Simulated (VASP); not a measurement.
# CdSe (Cadmoselite) (P6_3mc) in VASP: a series of runs

One crystal, CdSe (Cadmoselite), is run at these levels: PBE, HSE06; tasks: band structure.

Program: VASP 6.6.1. These are calculated values, not measurements. Logs are shortened: lines on timing, memory, paths and dates and some standing lists are left out, and cuts for length are marked.

**Experimental background.**

From a printed reference work, data compilation, for a bulk crystal of CdSe at 2 K: band gap 1.841 eV.

How close the calculation comes is told below.

### 1 Starting point

Symmetry: P6_3mc, No. 186, hexagonal system. Conventional cell: a = 4.310 Å, b = 4.310 Å, c = 7.035 Å, α = 90.00°, β = 90.00°, γ = 120.00°. Cd (site symmetry 3m) is surrounded by 4 Se at 2.64 Å. Se (site symmetry 3m) is surrounded by 4 Cd at 2.64 Å.

### 2 Band structure, PBE

Input file INCAR:

```
ALGO = Fast
EDIFF = 1E-6
ENCUT = 520
GGA = PE
ISIF = 2
ISMEAR = 0
KPAR = 4
LASPH = T
LCHARG = F
LREAL = F
LWAVE = F
NELM = 80
PREC = Accurate
SIGMA = 0.03
```

Input file KPOINTS:

```
k-points
0
Gamma
  6 6 3
```

Input file POSCAR:

```
CdSe                                    
1.0
    4.3096852288      0.0000000000      0.0000000000
   -2.1548426144      3.7322968905      0.0000000000
    0.0000000000      0.0000000000      7.0351851817
  Cd              Se            
     2     2
Direct
     0.3333333332999970    0.6666666667000030    0.0046653507763779
     0.6666666667000030    0.3333333332999970    0.5046653507763779
     0.3333333332999970    0.6666666667000030    0.3803346492236201
     0.6666666667000030    0.3333333332999970    0.8803346492236201
```

Input file KPOINTS_OPT:

```
explicit points
6
Reciprocal
 0.0000000000  0.0000000000  0.0000000000 1
 0.0000000000  0.0000000000  0.5000000000 1
 0.3333333333  0.3333333333  0.5000000000 1
 0.3333333333  0.3333333333  0.0000000000 1
 0.5000000000  0.0000000000  0.5000000000 1
 0.5000000000  0.0000000000  0.0000000000 1
```

Potentials or basis: VASP PAW PBE potentials, release 64 (Cd, Se).

Command:

```
$ cat potpaw_PBE.64/Cd/POTCAR potpaw_PBE.64/Se/POTCAR > POTCAR
$ mpirun -np 4 vasp_std > vasp.out
```

OUTCAR:

```text
EDIFF = 1E-6
   ENCUT = 520
   GGA = PE
   ISIF = 2
   ISMEAR = 0
   LASPH = T
   LREAL = F
   NELM = 80
   PREC = Accurate

 ion  position               nearest neighbor table
   1  0.333  0.667  0.005-   4 2.64   4 2.64   4 2.64   3 2.64
   2  0.667  0.333  0.505-   3 2.64   3 2.64   3 2.64   4 2.64
   3  0.333  0.667  0.380-   2 2.64   2 2.64   2 2.64   1 2.64
   4  0.667  0.333  0.880-   1 2.64   1 2.64   1 2.64   2 2.64

  LATTYP: Found a hexagonal cell.
 ALAT       =     4.3096852288
 C/A-ratio  =     1.6324127652

  Lattice vectors:

 A1 = (   4.3096852288,   0.0000000000,   0.0000000000)
 A2 = (  -2.1548426144,   3.7322968905,   0.0000000000)
 A3 = (   0.0000000000,   0.0000000000,   7.0351851817)

Analysis of symmetry for initial positions (statically):
=====================================================================
 Subroutine PRICEL returns:
 Original cell was already a primitive cell.

 Routine SETGRP: Setting up the symmetry group for a
 hexagonal supercell.

 Subroutine GETGRP returns: Found 12 space group operations
 (whereof  6 operations were pure point group operations)
 out of a pool of 24 trial point group operations.

The static configuration has the point symmetry C_3v.
 The point group associated with its full space group is C_6v.

Analysis of symmetry for dynamics (positions and initial velocities):
=====================================================================
 Subroutine PRICEL returns:
 Original cell was already a primitive cell.

 Routine SETGRP: Setting up the symmetry group for a
 hexagonal supercell.

 Subroutine GETGRP returns: Found 12 space group operations
 (whereof  6 operations were pure point group operations)
 out of a pool of 24 trial point group operations.

The dynamic configuration has the point symmetry C_3v.
 The point group associated with its full space group is C_6v.

 Subroutine INISYM returns: Found 12 space group operations
 (whereof  6 operations are pure point group operations),
 and found     1 'primitive' translations

----------------------------------------------------------------------------------------

                                     Primitive cell

  volume of cell :     113.1611

  direct lattice vectors                    reciprocal lattice vectors
     4.309685229  0.000000000  0.000000000     0.232035508  0.133965763  0.000000000
    -2.154842614  3.732296890  0.000000000     0.000000000  0.267931526  0.000000000
     0.000000000  0.000000000  7.035185182     0.000000000  0.000000000  0.142142669

  length of vectors
     4.309685229  4.309685229  7.035185182     0.267931526  0.267931526  0.142142669

  position of ions in fractional coordinates (direct lattice)
     0.333333333  0.666666667  0.004665351
     0.666666667  0.333333333  0.504665351
     0.333333333  0.666666667  0.380334649
     0.666666667  0.333333333  0.880334649

  ion indices of the primitive-cell ions
   primitive index   ion index
                 1           1
                 2           2
                 3           3
                 4           4

----------------------------------------------------------------------------------------

 KPOINTS: k-points

Automatic generation of k-mesh.
 Grid dimensions read from file:
 generate k-points for:    6    6    3

 Generating k-lattice:

  Cartesian coordinates                     Fractional coordinates (reciprocal lattice)
     0.038672585  0.022327627  0.000000000     0.166666667  0.000000000  0.000000000
     0.000000000  0.044655254  0.000000000     0.000000000  0.166666667  0.000000000
     0.000000000  0.000000000  0.047380890     0.000000000  0.000000000  0.333333333

  Length of vectors
     0.044655254  0.044655254  0.047380890

  Shift w.r.t. Gamma in fractional coordinates (k-lattice)
     0.000000000  0.000000000  0.000000000

 Subroutine IBZKPT returns following result:
 ===========================================

 Found     14 irreducible k-points:

 Following reciprocal coordinates:
            Coordinates               Weight
  0.000000  0.000000  0.000000      1.000000
  0.166667  0.000000  0.000000      6.000000
  0.333333  0.000000  0.000000      6.000000
  0.500000 -0.000000  0.000000      3.000000
  0.166667  0.166667  0.000000      6.000000
  0.333333  0.166667  0.000000     12.000000
  0.333333  0.333333  0.000000      2.000000
  0.000000  0.000000  0.333333      2.000000
  0.166667  0.000000  0.333333     12.000000
  0.333333  0.000000  0.333333     12.000000
  0.500000 -0.000000  0.333333      6.000000
  0.166667  0.166667  0.333333     12.000000
  0.333333  0.166667  0.333333     24.000000
  0.333333  0.333333  0.333333      4.000000
   k-points           NKPTS =     14   k-points in BZ     NKDIM =     14   number of bands    NBANDS=     22
   number of dos      NEDOS =    301   number of ions     NIONS =      4
   total plane-waves  NPLWV =  55296
   dimension x,y,z NGX =    32 NGY =   32 NGZ =   54
   dimension x,y,z NGXF=    64 NGYF=   64 NGZF=  108
   ions per type =               2   2
   NGX,Y,Z   is equivalent  to a cutoff of  12.34, 12.34, 12.76 a.u.
   NGXF,Y,Z  is equivalent  to a cutoff of  24.69, 24.69, 25.52 a.u.
 SYSTEM =  unknown system
   PREC   = accura    normal or accurate (medium, high low for compatibility)
   ISTART =      0    job   : 0-new  1-cont  2-samecut
   ICHARG =      2    charge: 1-file 2-atom 10-const
   ISPIN  =      1    spin polarized calculation?
   LNONCOLLINEAR =      F non collinear calculations
   LSORBIT =      F    spin-orbit coupling
   LASPH  =      T    aspherical Exc in radial PAW
   ENCUT  =  520.0 eV  38.22 Ry    6.18 a.u.   8.01  8.01 13.08*2*pi/ulx,y,z
   NELM   =     80;   NELMIN=  2; NELMDL= -5     # of ELM steps
   EDIFF  = 0.1E-05   stopping-criterion for ELM
   LREAL  =      F    real-space projection
   EDIFFG = 0.1E-04   stopping-criterion for IOM
   NSW    =      0    number of steps for IOM
   IBRION =     -1    ionic relax: 0-MD 1-quasi-New 2-CG
   NFREE  =      0    steps in history (QN), initial steepest desc. (CG)
   ISIF   =      2    stress and relaxation
   ISYM   =      2    0-nonsym 1-usesym 2-fastsym
   POTIM  = 0.5000    time-step for ionic-motion
   TEBEG  =    0.0;   TEEND  =   0.0 temperature during run
   PSTRESS=    0.0 pullay stress
   NELECT =      36.0000    total number of electrons
   NUPDOWN=      -1.0000    fix difference up-down
   EMIN   =  10.00;   EMAX   =-10.00  energy-range for DOS
   EFERMI =   0.00;   METHOD = LEGACY
   ISMEAR =     0;   SIGMA  =   0.03  broadening in eV -4-tet -1-fermi 0-gaus
   EFERMI_NEDOS =   21; number of points for ismear=-14 and -15
   IALGO  =     68    algorithm
   IMIX   =      4    mixing-type and parameters
     AMIX     =   0.40;   BMIX     =  1.00
     AMIX_MAG =   1.60;   BMIX_MAG =  1.00
  volume/ion in A,a.u.               =      28.29       190.91
  Fermi-wavevector in a.u.,A,eV,Ry     =   1.117575  2.111910 16.993313  1.248973
  Thomas-Fermi vector in A             =   2.254199
   LORBIT       =      0    0 simple, 1 ext, 2 COOP (PROOUT), +10 PAW based schemes
   GGA     = PE    functional components
   LHFCALC =     F    Hartree Fock is set to
   AEXX    =    0.0000 exact exchange contribution
   IVDW    =     0    specifies the selected vdW correction
   LEPSILON=     F    determine dielectric tensor
   LRPA    =     F    only Hartree local field effects (RPA)
 non-spin polarized calculation
 RMM-DIIS sequential band-by-band and
 Gauss-broadening in eV      SIGMA  =   0.03
  energy-cutoff  :      520.00
  volume of cell :      113.16
 maximum number of plane-waves:      3062
   NGX = 17   NGY = 17   NGZ = 27

 number of electron      35.9999990 magnetization

 Free energy of the ion-electron system (eV)
  ---------------------------------------------------
  ext. energy  EPLUGINS =         0.00000000
  ---------------------------------------------------
  free energy    TOTEN  =       -10.93363157 eV

  energy without entropy =      -10.93363157  energy(sigma->0) =      -10.93363157

 E-fermi :   1.0796     XC(G=0):  -8.8525

 val. band max:        0.9037271220   @ k =   0.0000   0.0000   0.0000
 cond. band min:       1.5554020829   @ k =   0.0000   0.0000   0.0000
 fundamental gap:      0.6516749609
 Fermi energy:         1.0795794027

 k-point     1 :       0.0000    0.0000    0.0000
  band No.  band energies     occupation
      1     -11.6650      2.00000
      2     -11.2928      2.00000
      3      -7.0085      2.00000
      4      -7.0019      2.00000
      5      -7.0019      2.00000
      6      -6.9351      2.00000
[... 14 lines left out ...]
     21       6.7616      0.00000
     22       6.7644      0.00000

 k-point     2 :       0.1667    0.0000    0.0000
  band No.  band energies     occupation
      1     -11.5834      2.00000
      2     -11.2563      2.00000
      3      -6.9832      2.00000
      4      -6.9736      2.00000
      5      -6.9382      2.00000
      6      -6.8968      2.00000
[... 14 lines left out ...]
     21       6.1466      0.00000
     22       7.1276      0.00000

 k-point     3 :       0.3333    0.0000    0.0000
  band No.  band energies     occupation
      1     -11.4057      2.00000
      2     -11.1948      2.00000
      3      -6.9400      2.00000
      4      -6.9291      2.00000
      5      -6.8267      2.00000
      6      -6.8156      2.00000
[... 14 lines left out ...]
     21       5.9600      0.00000
     22       6.7238      0.00000
[... 226 lines left out ...]
 k-point    13 :       0.3333    0.1667    0.3333
  band No.  band energies     occupation
      1     -11.2655      2.00000
      2     -11.2053      2.00000
      3      -6.8997      2.00000
      4      -6.8885      2.00000
      5      -6.8429      2.00000
      6      -6.8153      2.00000
[... 14 lines left out ...]
     21       5.9999      0.00000
     22       6.3878      0.00000

 k-point    14 :       0.3333    0.3333    0.3333
  band No.  band energies     occupation
      1     -11.2057      2.00000
      2     -11.2057      2.00000
      3      -6.8971      2.00000
      4      -6.8494      2.00000
      5      -6.8494      2.00000
      6      -6.8044      2.00000
[... 14 lines left out ...]
     21       5.9330      0.00000
     22       7.2241      0.00000

------------------------ aborting loop because EDIFF is reached ----------------------------------------

  FORCE on cell =-STRESS in cart. coord.  units (eV):
  Direction    XX          YY          ZZ          XY          YZ          ZX
  --------------------------------------------------------------------------------------
  -------------------------------------------------------------------------------------
  Total        2.0246914      2.0246914      2.0258788      0.0000000      0.0000000      0.0000000
  in kB       28.6663338     28.6663338     28.6831460      0.0000000      0.0000000      0.0000000
  external PRESSURE =      28.6719379 kB  Pullay stress =       0.0000000 kB

 VOLUME and BASIS-vectors are now :
 -----------------------------------------------------------------------------
  energy-cutoff  :      520.00
  volume of cell :      113.16
      direct lattice vectors                 reciprocal lattice vectors
     4.309685229  0.000000000  0.000000000     0.232035508  0.133965763  0.000000000
    -2.154842614  3.732296890  0.000000000     0.000000000  0.267931526  0.000000000
     0.000000000  0.000000000  7.035185182     0.000000000  0.000000000  0.142142669

 POSITION                                       TOTAL-FORCE (eV/Angst)
 -----------------------------------------------------------------------------------
     -0.00000      2.48820      0.03282        -0.000000      0.000000      0.004718
      2.15484      1.24410      3.55041         0.000000     -0.000000      0.004718
     -0.00000      2.48820      2.67572         0.000000      0.000000     -0.004718
      2.15484      1.24410      6.19332        -0.000000     -0.000000     -0.004718
 -----------------------------------------------------------------------------------
    total drift:                               -0.000000     -0.000000     -0.000507

  FREE ENERGIE OF THE ION-ELECTRON SYSTEM (eV)
  ---------------------------------------------------
  free  energy   TOTEN  =       -10.9336315734 eV

  energy  without entropy=      -10.9336315734  energy(sigma->0) =      -10.93363157
```

It took 7.8 s on 4 MPI ranks of Intel Xeon 6975P-C (Granite Rapids), shared host; peak memory 0.25 GiB.

Results:

```yaml
Free_energy: -10.9336 eV
Pressure: 2.9 GPa
Largest_force: 0.005 eV/Å
Band_gap_on_the_k_mesh: 0.65 eV, direct
Band_gap_along_the_path: 0.65 eV, direct
```

Forces on the atoms (eV/Å):
```
Cd   0.000  0.000  0.005
Cd   0.000  0.000  0.005
Se   0.000  0.000 -0.005
Se   0.000  0.000 -0.005
```

Levels at points of the mesh, in eV from the valence-band top:
```csv
k point,band 15,band 16,band 17,band 18,band 19,band 20,band 21,band 22
"(0.00, 0.00, 0.00)",-0.76,-0.05,0.00,0.00,0.65,2.20,5.86,5.86
"(0.50, 0.00, 0.00)",-2.64,-1.84,-1.32,-0.75,3.20,3.33,4.77,6.12
```

### 3 Band structure, HSE06

POSCAR is that of step 2.

Input file INCAR.step1:

```
ALGO = Normal
EDIFF = 1E-5
ENCUT = 520
GGA = PE
ISIF = 2
ISMEAR = 0
KPAR = 4
LASPH = T
LCHARG = F
LREAL = F
LWAVE = T
NELM = 80
PREC = Accurate
SIGMA = 0.03
```

Input file INCAR.step2:

```
ALGO = Normal
EDIFF = 1E-6
ENCUT = 520
GGA = PE
HFSCREEN = 0.2
ISIF = 2
ISMEAR = 0
ISTART = 1
KPAR = 4
LASPH = T
LCHARG = F
LHFCALC = T
LREAL = F
LWAVE = F
NELM = 80
PREC = Accurate
PRECFOCK = Fast
SIGMA = 0.03
```

KPOINTS is that of step 2.

KPOINTS_OPT is that of step 2.

Potentials or basis: VASP PAW PBE potentials, release 64 (Cd, Se).

Command:

```
$ cat potpaw_PBE.64/Cd/POTCAR potpaw_PBE.64/Se/POTCAR > POTCAR
$ cp INCAR.step1 INCAR
$ mpirun -np 4 vasp_std > vasp.out
$ cp INCAR.step2 INCAR
$ mpirun -np 4 vasp_std > vasp.out
```

Wall time 17 min (4 MPI ranks of Intel Xeon 6975P-C (Granite Rapids), shared host); peak memory 0.41 GiB.

The run converged. Its results:

```yaml
Free_energy: -13.7203 eV
Pressure: 1.5 GPa
Band_gap_on_the_k_mesh: 1.61 eV, direct
Band_gap_along_the_path: 1.61 eV, direct
```

Levels at points of the mesh, in eV from the valence-band top:
```csv
k point,band 14,band 15,band 16,band 17,band 18,band 19,band 20,band 21,band 22
"(0.00, 0.00, 0.00)",-0.81,-0.81,-0.05,0.00,0.00,1.61,3.20,6.92,6.92
"(0.50, 0.00, 0.00)",-3.83,-2.82,-1.97,-1.41,-0.80,4.24,4.28,5.67,7.31
```

Caveat: the PAW data sets were made with another functional, which shifts forces and pressure a little.

### 4 Against experiment

Step 2. A measured gap of CdSe is 1.841 eV (2 K; a printed reference work, data compilation); the calculated 0.65 eV misses it by -1.19 eV. So large a miss can be the level of theory's own, or it may mean another phase, state or a wrong row. Spin-orbit coupling on Cd, Se is left out. The value is that of PBE, without temperature or zero-point motion. Semilocal functionals fall short of measured gaps as a rule.

Step 3. Measured gap of CdSe: 1.841 eV (2 K; a printed reference work, data compilation). This calculation gives 1.61 eV (-0.23 eV). Spin-orbit coupling on Cd, Se is left out. The value is that of HSE06, without temperature or zero-point motion.
